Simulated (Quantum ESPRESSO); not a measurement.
Sb, a slab with vacuum:

```
CELL_PARAMETERS angstrom
4.46891 0.00000 0.00000
-2.23446 3.87019 0.00000
0.00000 0.00000 25.94656
ATOMIC_POSITIONS crystal
Sb 0.66667 0.33333 0.28906
Sb 0.33333 0.66667 0.35937
Sb 0.00000 0.00000 0.42969
Sb 0.66667 0.33333 0.50000
Sb 0.33333 0.66667 0.57031
Sb 0.00000 0.00000 0.64063
Sb 0.66667 0.33333 0.71094
```

The slab is cut from a database's or a generator's crystal, which needn't be the stable form of the element.

A sound run:

```yaml
Program: Quantum ESPRESSO 7.5
Task: work function
Functional: PBE
Potentials_or_basis: PseudoDojo 0.4.1 SR PBE standard
Cutoff: 1088 eV
Density_cutoff: 4354 eV
k_mesh: 7 × 7 × 1
Occupations: fermi-dirac, width 0.05 eV
Spin: no spin polarisation
```

It gives largest force 1.037 eV/Å; band gap on the k mesh none (metal or under the smearing width).

Question: What do these careless settings give instead: cutoff 653 eV in place of 1088 eV; density cutoff 2612 eV in place of 4354 eV?

Answer: Largest force 1.041 eV/Å; band gap on the k mesh none (metal or under the smearing width). The run converged, but these numbers show the error of the settings and aren't properties of the slab.
